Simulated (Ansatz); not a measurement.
# Nickel, simple cubic: HSE06 at the PBE geometry

Aim: see what exact exchange does to the levels and moments, and what it costs. The geometry was relaxed under PBE beforehand and is kept. Exact exchange is dear, so the k-mesh is coarse, and PBE is run on the same mesh for comparison.

Method: DFT, plane waves (420 eV) with PBE-made PAW files, scalar-relativistic; functionals as named at each step, in Ansatz 0.2.0.

**1. The starting structure**

It takes space group Pm-3m (No. 221, cubic). The conventional cell has a = 2.324 Å, b = 2.324 Å, c = 2.324 Å, α = 90.00°, β = 90.00°, γ = 90.00°. Ni (site symmetry m-3m) is surrounded by 6 Ni at 2.32 Å.

Structure file:

```
CELL_PARAMETERS angstrom
0.00000 2.32414 2.32414
2.32414 0.00000 2.32414
2.32414 2.32414 0.00000
ATOMIC_POSITIONS crystal
Ni 0.00000 0.00000 0.00000
Ni 0.50000 0.50000 0.50000
```

Starting moments (μB): +0.57 ×2.

**2. PBE, coarse mesh**

The run with PBE.

Contents of input.yaml:

```yaml
crystal:
  lattice:
    - [0.0, 2.3241358867, 2.3241358867]
    - [2.3241358867, 0.0, 2.3241358867]
    - [2.3241358867, 2.3241358867, 0.0]
  atoms:
    - { symbol: Ni, position: [0.0, 0.0, 0.0], spin: 0.569 }
    - { symbol: Ni, position: [0.5, 0.5, 0.5], spin: 0.569 }
hamiltonian:
  xc: pbe
  pseudopotentials:
    kind: paw
    azcp:
      Ni: "pseudopotentials/Ni.paw.azcp"
basis:
  ecutwfc: 420
  fft_grid_basis: typed
kpoints:
  mp_grid: { grid: [6, 6, 6], shift: [0, 0, 0] }
magnetization:
  spin_polarized: true
scf:
  occupations: { method: fermi_dirac, width: 0.1 }
output:
  write_density: true
  write_potential: true
  elf: true
  volumetric_format: npy
```

Launch:

```bash
$ ansatz run input.yaml --threads 4 --pin off --max-ram 8192MiB --backend cpu --events-out ev --progress --plain --runs-dir out
```

The program printed, shortened:

```text
Warning: RAYON_NUM_THREADS=4 ignored (pool sized by the plan → 4); use --threads N
[...]
Pseudopotentials: kind: paw
Pseudopotential: Ni, paw, valence charge 18, recommended cutoff 420 eV (normal), <dir>
Functional definition: PBE
[...]
Crystal: 2 atoms, lattice volume = 25.108 Å³
Basis set: ecut = 420 eV, 531 PW (Γ)
Bands: 23, of which v1, the nominal top of the filled ones, is band 18 counted from 1 (17 counted from 0)
Symmetry: 96 space group operations
Space group: Pm-3m (ITA 221), of the structure as read, at distance tolerance 2.9e-5 Å
Magnetic group: BNS 221.92 (UNI 1594), of the structure as read, at distance tolerance 2.9e-5 Å
k-points: 16 of 216
[...]
Starting moments: Σ|m| = 1.138 μB on 2 of 2 sites
[...]
SCF iter   1: F=—  HF=-11675.876205 eV  |F-HF|=—  |Δ(HF+E_count)|=         —  Δρ=5.63e-2 (↑2.78e-2 ↓5.63e-2)  dr2=1.83e-1  dr2_m=3.75e-1  M=1.518 μB ∫|m|=1.558 μB  β_m=0.30  ethr=5.06e-4  ⟨swp⟩=1.1  Hψ=3691  notcnv=0
[...]
spin=Collinear: Kerker preconditioning applied to the charge; magnetization (m = ρ↑ − ρ↓) channel mixes plain (no charge-response kernel on spin).
[...]
SCF iter  11: F=-11678.097831 eV  HF=-11678.097831 eV  |F-HF|=3.87e-9  |Δ(HF+E_count)|=   3.20e-9  Δρ=4.05e-6 (↑2.00e-6 ↓4.05e-6)  dr2=5.55e-9  dr2_m=2.96e-10  M=1.288 μB ∫|m|=1.354 μB  ethr=1.18e-10  ⟨swp⟩=1.8  Hψ=2080  notcnv=0
[...]
SCF converged after 11 iterations
Magnetization: 1.2880 μB (18.6440 up, 17.3560 down)
Absolute magnetization: 1.3548 μB (∫|ρ↑−ρ↓|, with the PAW one-centre terms)
Spin contamination: 0.0078 ħ² per cell (⟨S²⟩ above its minimum at these occupations)
Per-site moments (μB) at R_I (Å): [(0.6568578638616891, 0.95870605326375), (0.6568578638616891, 0.95870605326375)]
Free energy (F): -11678.097831 eV
[...]
E sigma→0 (E₀):  -11678.035380 eV
Entropy (-TS):   -0.124903 eV (-62.451 meV/atom)
Fermi energy:    15.143213 eV
[...]
--- Band table (eV; the first three rows and the last of 32) ---
  k-point 0 ↑: bands = ["-88.2976", "-88.2170", "-48.7453", "-48.7453", "-48.7453", "-48.5584", "-48.5584", "-48.5584", "7.0207", "11.4482", "11.4482", "11.7641", "11.7641", "11.7641", "14.6781", "14.6781", "14.6781", "15.5099", "15.5099", "26.8268", "26.8268", "26.8268", "28.9189"]
[...]
```

Run time: 0.78 s. Hardware: 4 threads of Arm Neoverse V2, shared host; peak memory 0.28 GiB.

Density in a lattice plane of the grid's cell (edges 3.29 and 3.29 Å, at 0.000 of the third edge), which holds Ni. It is the smooth density of the valence electrons, not physical close to the nuclei.

Ten even steps from ' ' (0.16 e/Å³) to '@' (60.75 e/Å³):
```
####++--..                                ..--++
====--::..                                  ..::
..::::....                                      
                                                
                                                
                                                
                                                
                                                
                                                
                                                
                                                
                                                
                                                
                                                
                                                
                                                
..                                      ....::::
==::..                                  ..::--==
##++--..                                ..--++##
@@##++::..                              ..::++##
```
Columns run along the first of these edges and rows up along the second, over one cell in 24 and 20 even steps from the bottom left corner. Atoms in the plane (fractional): Ni at (0.00, 0.00).

Spin density (up less down) in a lattice plane of the grid's cell (edges 3.29 and 3.29 Å, at 0.000 of the third edge), which holds Ni.

Ten even steps from ' ' (0.00 e/Å³) to '@' (2.71 e/Å³):
```
####++--..                                ..::++
--==--::..                                  ..::
..::::....                                      
                                                
                                                
                                                
                                                
                                                
                                                
                                                
                                                
                                                
                                                
                                                
                                                
                                                
..                                      ....::::
--::..                                  ..::--==
##++::..                                ..--++##
@@##++::..                              ..::++##
```
Columns run along the first of these edges and rows up along the second, over one cell in 24 and 20 even steps from the bottom left corner. Atoms in the plane (fractional): Ni at (0.00, 0.00).

**3. HSE06 on the coarse mesh**

The run with HSE06.

input.yaml, as its differences from that of step 2:

```diff
@@ -9,3 +9,3 @@
 hamiltonian:
-  xc: pbe
+  xc: hse06
   pseudopotentials:
@@ -23,6 +23 @@
   occupations: { method: fermi_dirac, width: 0.1 }
-output:
-  write_density: true
-  write_potential: true
-  elf: true
-  volumetric_format: npy
```

Launch:

```bash
$ ansatz run input.yaml --threads 4 --pin off --max-ram 8192MiB --backend cpu --events-out ev --progress --plain --runs-dir out
```

The program printed, shortened:

```text
Warning: RAYON_NUM_THREADS=4 ignored (pool sized by the plan → 4); use --threads N
[...]
Pseudopotentials: kind: paw
Pseudopotential: Ni, paw, valence charge 18, recommended cutoff 420 eV (normal), <dir>
Functional definition: HSE06
[...]
Crystal: 2 atoms, lattice volume = 25.108 Å³
Basis set: ecut = 420 eV, 531 PW (Γ)
Bands: 23, of which v1, the nominal top of the filled ones, is band 18 counted from 1 (17 counted from 0)
Symmetry: 96 space group operations
Space group: Pm-3m (ITA 221), of the structure as read, at distance tolerance 2.9e-5 Å
Magnetic group: BNS 221.92 (UNI 1594), of the structure as read, at distance tolerance 2.9e-5 Å
k-points: 16 of 216
[...]
Starting moments: Σ|m| = 1.138 μB on 2 of 2 sites
[...]
hybrid SCF converged: 3 outer / 25 inner (+19 warm-up), last move |dexx| = 2.31e-7 eV, tail = 3.21e-7 eV
Magnetization: 1.5833 μB (18.7917 up, 17.2083 down)
Absolute magnetization: 1.7425 μB (∫|ρ↑−ρ↓|, with the PAW one-centre terms)
Spin contamination: 0.0618 ħ² per cell (⟨S²⟩ above its minimum at these occupations)
Per-site moments (μB) at R_I (Å): [(0.8263126894069062, 0.95870605326375), (0.8263126894069062, 0.95870605326375)]
Free energy (F): -11673.802539 eV
Frozen-core exchange: fock
[...]
E sigma→0 (E₀):  -11673.785769 eV
Entropy (-TS):   -0.033539 eV (-16.769 meV/atom)
Fermi energy:    14.617668 eV
[...]
--- Band table (eV; the first three rows and the last of 32) ---
[... band rows left out ...]
[...]
  guard bands above this table: 2 of the run's 23 bands, where the rule asks 3: the bands that hold charge and the lowest empty level above them stay in the table. The solve was not asked for them (output.publish_guard_bands: true or output.eigenvalues: true publishes all)
```

It took 8.5 s on 4 threads of Arm Neoverse V2, shared host; peak memory 0.74 GiB.

**4. The functionals compared**

```
functional               gap on the mesh  Fermi energy (eV)                         magnetic state  SCF cycles  exchange loops  CPU time
       PBE  none (levels filled in part)             15.143  ferromagnetic, up to 0.66 μB per atom          11               -     2.2 s
     HSE06  none (levels filled in part)             14.618  ferromagnetic, up to 0.83 μB per atom          44               3      29 s
```

**5. Summary of results**

| quantity | value |
| --- | --- |
| PBE: gap | none (levels filled in part) |
| PBE: magnetic state | ferromagnetic, up to 0.66 μB per atom |
| HSE06: gap | none (levels filled in part) |
| HSE06: magnetic state | ferromagnetic, up to 0.83 μB per atom |
| HSE06: SCF cycles, exchange loops | 44, 3 |
| HSE06: CPU time over that of PBE | 13 |

What this shows: Neither PBE nor HSE06 shows a clean gap on this mesh. The largest moment goes from 0.66 to 0.83 μB; exact exchange favours larger moments in itinerant magnets. HSE06 cost 13 times the CPU time of PBE. The exchange operator of HSE06 was renewed in 3 outer loops. Absolute energies differ from functional to functional, by eV per atom at times, and say nothing by themselves.
